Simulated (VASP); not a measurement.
# Cu (Fm-3m) in VASP: RPA correlation energy with PBE

Aim: the RPA correlation energy of Cu with PBE.

Everything below comes from runs of VASP 6.6.1. Logs are shortened: lines on timing, memory, paths and dates and some standing lists are left out, and cuts for length are marked.

**1. The structure**

The structure is cubic, space group Fm-3m (No. 225). The conventional cell has a = 3.570 Å, b = 3.570 Å, c = 3.570 Å, α = 90.00°, β = 90.00°, γ = 90.00°. Cu (site symmetry m-3m) is surrounded by 12 Cu at 2.52 Å.

**2. RPA correlation energy, PBE**

POSCAR reads:

```
Cu
1.0
    0.0000000000      1.7851100000      1.7851100000
    1.7851100000      0.0000000000      1.7851100000
    1.7851100000      1.7851100000      0.0000000000
Cu
1
Direct
    0.0000000000      0.0000000000      0.0000000000
```

INCAR.step1 reads:

```
  PREC = Accurate
  ENCUT = 450
  EDIFF = 1E-8
  ISMEAR = 0
  SIGMA = 0.05
  LREAL = False
  LASPH = True
  NELM = 60
  ALGO = Normal
  LWAVE = True
  LCHARG = False
  GGA = PE
```

INCAR.step2 reads:

```
  PREC = Accurate
  ENCUT = 450
  EDIFF = 1E-8
  ISMEAR = 0
  SIGMA = 0.05
  LREAL = False
  LASPH = True
  NELM = 1
  ALGO = EIGENVAL
  LWAVE = False
  LCHARG = False
  GGA = PE
  LHFCALC = True
  AEXX = 1.0
  ALDAC = 0.0
  AGGAC = 0.0
  ISTART = 1
  PRECFOCK = Fast
```

INCAR.step3 reads:

```
  PREC = Accurate
  ENCUT = 450
  EDIFF = 1E-8
  ISMEAR = 0
  SIGMA = 0.05
  LREAL = False
  LASPH = True
  NELM = 1
  ALGO = Exact
  LWAVE = True
  LCHARG = False
  GGA = PE
  NBANDS = 262
  LOPTICS = True
  ISTART = 1
```

INCAR.step4 reads:

```
  PREC = Accurate
  ENCUT = 450
  EDIFF = 1E-8
  ISMEAR = 0
  SIGMA = 0.05
  LREAL = False
  LASPH = True
  NELM = 60
  ALGO = ACFDT
  LWAVE = False
  LCHARG = False
  GGA = PE
  NBANDS = 262
  ENCUTGW = 250
  NOMEGA = 12
  ISTART = 1
  PRECFOCK = Fast
```

KPOINTS reads:

```
Automatic mesh
0
Gamma
  8 8 8
```

Potentials or basis: VASP PAW PBE potentials, release 64 (Cu_GW).

Started as:

```console
$ cat potpaw_PBE.64/Cu_GW/POTCAR > POTCAR
$ cp INCAR.step1 INCAR
$ mpirun -np 1 vasp_std > vasp.out
$ cp INCAR.step2 INCAR
$ mpirun -np 1 vasp_std > vasp.out
$ cp INCAR.step3 INCAR
$ mpirun -np 1 vasp_std > vasp.out
$ cp INCAR.step4 INCAR
$ mpirun -np 1 vasp_std > vasp.out
```

OUTCAR:

```text
PREC = Accurate
   ENCUT = 450
   EDIFF = 1E-8
   ISMEAR = 0
   LREAL = False
   LASPH = True
   NELM = 60
   GGA = PE
   ENCUTGW = 250
   ISTART = 1
   PRECFOCK = Fast

 ion  position               nearest neighbor table
   1  0.000  0.000  0.000-

  LATTYP: Found a face centered cubic cell.
 ALAT       =     3.5702200000

  Lattice vectors:

 A1 = (   0.0000000000,   1.7851100000,   1.7851100000)
 A2 = (   1.7851100000,   0.0000000000,   1.7851100000)
 A3 = (   1.7851100000,   1.7851100000,   0.0000000000)

Analysis of symmetry for initial positions (statically):
=====================================================================
 Subroutine PRICEL returns:
 Original cell was already a primitive cell.

 Routine SETGRP: Setting up the symmetry group for a
 face centered cubic supercell.

 Subroutine GETGRP returns: Found 48 space group operations
 (whereof 48 operations were pure point group operations)
 out of a pool of 48 trial point group operations.

The static configuration has the point symmetry O_h .

Analysis of symmetry for dynamics (positions and initial velocities):
=====================================================================
 Subroutine PRICEL returns:
 Original cell was already a primitive cell.

 Routine SETGRP: Setting up the symmetry group for a
 face centered cubic supercell.

 Subroutine GETGRP returns: Found 48 space group operations
 (whereof 48 operations were pure point group operations)
 out of a pool of 48 trial point group operations.

The dynamic configuration has the point symmetry O_h .

 Subroutine INISYM returns: Found 48 space group operations
 (whereof 48 operations are pure point group operations),
 and found     1 'primitive' translations

----------------------------------------------------------------------------------------

                                     Primitive cell

  volume of cell :      11.3769

  direct lattice vectors                    reciprocal lattice vectors
     0.000000000  1.785110000  1.785110000    -0.280094784  0.280094784  0.280094784
     1.785110000  0.000000000  1.785110000     0.280094784 -0.280094784  0.280094784
     1.785110000  1.785110000  0.000000000     0.280094784  0.280094784 -0.280094784

  length of vectors
     2.524526772  2.524526772  2.524526772     0.485138397  0.485138397  0.485138397

  position of ions in fractional coordinates (direct lattice)
     0.000000000  0.000000000  0.000000000

  ion indices of the primitive-cell ions
   primitive index   ion index
                 1           1

----------------------------------------------------------------------------------------

 KPOINTS: Automatic mesh

Automatic generation of k-mesh.
 Grid dimensions read from file:
 generate k-points for:    8    8    8

 Generating k-lattice:

  Cartesian coordinates                     Fractional coordinates (reciprocal lattice)
    -0.035011848  0.035011848  0.035011848     0.125000000  0.000000000  0.000000000
     0.035011848 -0.035011848  0.035011848     0.000000000  0.125000000  0.000000000
     0.035011848  0.035011848 -0.035011848     0.000000000  0.000000000  0.125000000

  Length of vectors
     0.060642300  0.060642300  0.060642300

  Shift w.r.t. Gamma in fractional coordinates (k-lattice)
     0.000000000  0.000000000  0.000000000

 Subroutine IBZKPT returns following result:
 ===========================================

 Found     29 irreducible k-points:

 Following reciprocal coordinates:
            Coordinates               Weight
  0.000000  0.000000  0.000000      1.000000
  0.125000  0.000000  0.000000      8.000000
  0.250000  0.000000  0.000000      8.000000
  0.375000  0.000000  0.000000      8.000000
  0.500000  0.000000  0.000000      4.000000
  0.125000  0.125000  0.000000      6.000000
[... 16 lines left out ...]
  0.500000  0.250000  0.125000     48.000000
 -0.375000  0.250000  0.125000     24.000000
 [... further k-points ...]
   k-points           NKPTS =     29   k-points in BZ     NKDIM =    512   number of bands    NBANDS=    262
   number of dos      NEDOS =    301   number of ions     NIONS =      1
   total plane-waves  NPLWV =   5832
   dimension x,y,z NGX =    18 NGY =   18 NGZ =   18
   dimension x,y,z NGXF=    36 NGYF=   36 NGZF=   36
   ions per type =               1
   NGX,Y,Z   is equivalent  to a cutoff of  11.85, 11.85, 11.85 a.u.
   NGXF,Y,Z  is equivalent  to a cutoff of  23.71, 23.71, 23.71 a.u.
 SYSTEM =  unknown system
   PREC   = accura    normal or accurate (medium, high low for compatibility)
   ISTART =      1    job   : 0-new  1-cont  2-samecut
   ICHARG =      0    charge: 1-file 2-atom 10-const
   ISPIN  =      1    spin polarized calculation?
   LNONCOLLINEAR =      F non collinear calculations
   LSORBIT =      F    spin-orbit coupling
   LASPH  =      T    aspherical Exc in radial PAW
   ENCUT  =  450.0 eV  33.07 Ry    5.75 a.u.   4.37  4.37  4.37*2*pi/ulx,y,z
   NELM   =     60;   NELMIN=  2; NELMDL=  0     # of ELM steps
   EDIFF  = 0.1E-07   stopping-criterion for ELM
   LREAL  =      F    real-space projection
   EDIFFG = 0.1E-06   stopping-criterion for IOM
   NSW    =      0    number of steps for IOM
   IBRION =     -1    ionic relax: 0-MD 1-quasi-New 2-CG
   NFREE  =      0    steps in history (QN), initial steepest desc. (CG)
   ISIF   =      0    stress and relaxation
   ISYM   =      3    0-nonsym 1-usesym 2-fastsym
   POTIM  = 0.5000    time-step for ionic-motion
   TEBEG  =    0.0;   TEEND  =   0.0 temperature during run
   PSTRESS=    0.0 pullay stress
   NELECT =      11.0000    total number of electrons
   NUPDOWN=      -1.0000    fix difference up-down
   EMIN   =  10.00;   EMAX   =-10.00  energy-range for DOS
   EFERMI =   0.00;   METHOD = LEGACY
   ISMEAR =     0;   SIGMA  =   0.05  broadening in eV -4-tet -1-fermi 0-gaus
   EFERMI_NEDOS =   21; number of points for ismear=-14 and -15
   IALGO  =     38    algorithm
   IMIX   =      4    mixing-type and parameters
     AMIX     =   0.40;   BMIX     =  1.00
     AMIX_MAG =   1.60;   BMIX_MAG =  1.00
  volume/ion in A,a.u.               =      11.38        76.78
  Fermi-wavevector in a.u.,A,eV,Ry     =   1.618816  3.059118 35.654942  2.620564
  Thomas-Fermi vector in A             =   2.713018
   LORBIT       =      0    0 simple, 1 ext, 2 COOP (PROOUT), +10 PAW based schemes
   GGA     = PE    functional components
   LHFCALC =     T    Hartree Fock is set to
   PRECFOCK=fast      Normal, Fast or Accurate (Low or Medium for compatibility)
   ENCUT4O =  -1.0   cutoff for four orbital integrals eV
   NKREDX  =     1    reduce k-point grid by
   NKREDY  =     1    reduce k-point grid by
   NKREDZ  =     1    reduce k-point grid by
   AEXX    =    1.0000 exact exchange contribution
   HFSCREEN=    0.0000 screening length (either q_TF or 0.3 A-1)
   HFSCREENC=   0.0000 screening length for correlation (either q_TF or 0.3 A-1)
   ENCUTFOCK=  -1.0 apply spherical cutoff to Coloumb kernel
   IVDW    =     0    specifies the selected vdW correction
   LEPSILON=     F    determine dielectric tensor
   LRPA    =     F    only Hartree local field effects (RPA)
   LRPAFORCE           =     F    calculate RPA forces
   ENCUTGW             = 250.0    cutoff for response function in eV
   ENCUTGWSOFT         = 200.0    soft cutoff for Coulomb kernel in GW response function in eV
   ENCUTLF             =  -1.0    cutoff for local field effects
   NELMGW              =     1    number of iterations in solving QP/BSE equation
   NELMHF              =     1    number of iterations in the inner HF iteration
   NKREDLFX            =     1    NKREDLFY  =   1   NKREDLFZ  =   1
 non-spin polarized calculation
 Gauss-broadening in eV      SIGMA  =   0.05
  energy-cutoff  :      450.00
  volume of cell :       11.38
 maximum number of plane-waves:       262
 NGX is ok and might be reduce to    18
  NGX = 12; NGY = 12; NGZ = 12
   NGX =  9   NGY =  9   NGZ =  9
 maximum number of plane-waves:       113

      cutoff energy     smooth cutoff   RPA   correlation   Hartree contr. to MP2
---------------------------------------------------------------------------------
            250.000           200.000      -15.1250925173      -37.2563189510
            238.095           190.476      -15.0279466422      -37.0229733525
            226.757           181.406      -14.9206333876      -36.7617826386
            215.959           172.768      -14.8027195553      -36.4720397434
            205.676           164.541      -14.6743675998      -36.1543453688
            195.882           156.705      -14.5352103258      -35.8080930185
            186.554           149.243      -14.3855973987      -35.4338801313
            177.670           142.136      -14.2254469900      -35.0315858071
  linear regression
  converged value                          -16.4792343589      -40.6154734951
```

Run time: 14 min. Hardware: 1 thread of Intel Xeon 6975P-C (Granite Rapids), shared host; peak memory 0.76 GiB.

What came out:

```
Band gap on the k mesh, mean-field level : none (metal or under the smearing width)
RPA correlation energy                   : -16.479 eV/atom
RPA total energy per cell                : -18.438 eV
RPA correlation energy per cell          : -16.479 eV
```

Levels at points of the mesh, in eV from the Fermi level:
```csv
k point,band 4,band 5,band 6,band 7,band 8,band 9
"(0.00, 0.00, 0.00)",-3.04,-2.16,-2.16,23.02,25.84,25.84
"(0.50, 0.00, 0.00)",-1.56,-1.56,-1.05,4.03,21.48,22.64
"(0.50, 0.50, 0.00)",-1.40,-1.40,1.53,7.46,13.41,13.41
```

Caveat: the k mesh is coarse (spacing up to 0.38 Å⁻¹), so the values aren't converged; the ground state has no gap, which makes the many-body step unreliable.
